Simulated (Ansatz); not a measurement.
**CoSi: the crystal squeezed far**

How does CoSi (rocksalt type) answer strong compression? Methods of the runs shown: PAW. Its runs: cell relaxed at zero pressure (PAW); volume scaled by 1 (PAW and PAW (core large)); volume scaled by 0.94 (PAW); volume scaled by 0.88 (PAW); volume scaled by 0.8 (PAW); volume scaled by 0.72 (PAW and PAW (cutoff 300 eV)); volume scaled by 0.64 (PAW); volume scaled by 0.55 (PAW and PAW (cutoff 1000 eV)).

Method: DFT PBEsol, with the methods named in each step, in Ansatz 0.2.0.

1 further run of the same task is left out (it didn't finish).

## Step 1: Starting point

It takes space group Fm-3m (No. 225, cubic). The conventional cell has a = 4.585 Å, b = 4.585 Å, c = 4.585 Å, α = 90.00°, β = 90.00°, γ = 90.00°. Co (site symmetry m-3m) is surrounded by 6 Si at 2.29 Å. Si (site symmetry m-3m) has 6 Co at 2.29 Å as nearest neighbours.

As a file:

```cif
data_structure
_symmetry_space_group_name_H-M 'P 1'
_symmetry_Int_Tables_number 1
_cell_length_a 3.2419
_cell_length_b 3.2419
_cell_length_c 3.2419
_cell_angle_alpha 60.000
_cell_angle_beta 60.000
_cell_angle_gamma 60.000
_cell_volume 24.09
loop_
_atom_site_label
_atom_site_type_symbol
_atom_site_fract_x
_atom_site_fract_y
_atom_site_fract_z
_atom_site_occupancy
Co1 Co 0.00000 0.00000 0.00000 1
Si1 Si 0.50000 0.50000 0.50000 1
```

Whether this phase is the stable one at these pressures isn't tested.

Atoms are numbered in the order of the input: Co1, Si2.

## Step 2: Cell relaxed at zero pressure, PAW

Contents of input.yaml:

```yaml
crystal:
  lattice:
    - [0.0, 2.2923918786, 2.2923918786]
    - [2.2923918786, 0.0, 2.2923918786]
    - [2.2923918786, 2.2923918786, 0.0]
  atoms:
    - { symbol: Co, position: [0.0, 0.0, 0.0] }
    - { symbol: Si, position: [0.5, 0.5, 0.5] }
kpoints:
  mp_grid: { grid: [14, 14, 14] }
scf:
  occupations: { method: fermi_dirac, width: 0.05 }
hamiltonian:
  xc: pbesol
  pseudopotentials: { kind: paw }
output:
  forces: true
  stress: true
relax:
  f_tol: 0.005
  max_steps: 40
  cell: {}
```

Started as:

```sh
$ ansatz run input.yaml --threads 1 --pin off --max-ram 2048MiB --backend cpu --events-out ev --progress --plain --runs-dir out
```

Further steps of the session: Volume scaled by 1, PAW; Volume scaled by 1, PAW (core large); Volume scaled by 0.94, PAW; Volume scaled by 0.88, PAW; Volume scaled by 0.8, PAW; Volume scaled by 0.72, PAW; Volume scaled by 0.72, PAW (cutoff 300 eV); Volume scaled by 0.64, PAW; Volume scaled by 0.55, PAW; Volume scaled by 0.55, PAW (cutoff 1000 eV).

Before running it: what results should come out? Wanted: PAW pressure at 0.55 of the volume; fitted bulk modulus at zero pressure.

**Answer**, as computed:

| quantity | value |
| --- | --- |
| PAW pressure at 0.55 of the volume | 371.0 GPa |
| PAW (cutoff 1000 eV) pressure at 0.55 of the volume | 370.9 GPa |
| fitted bulk modulus at zero pressure (PAW) | 183 GPa |
| its pressure derivative | 4.06 |

By PAW the pressure climbs to 371 GPa at 0.55 of the first volume. One third-order Birch-Murnaghan curve follows these points (B₀ = 183 GPa, B′ = 4.06, misfit at most 0.87 GPa). A fit over so wide a range leans to the high pressures, so B₀ can be off by several per cent. No all-electron run checks these rows here, and frozen cores can fail under such compression. The ions are at rest, and the electrons smeared by 0.05 eV. Spin polarisation is left out here, though a magnetic state may lie well lower.
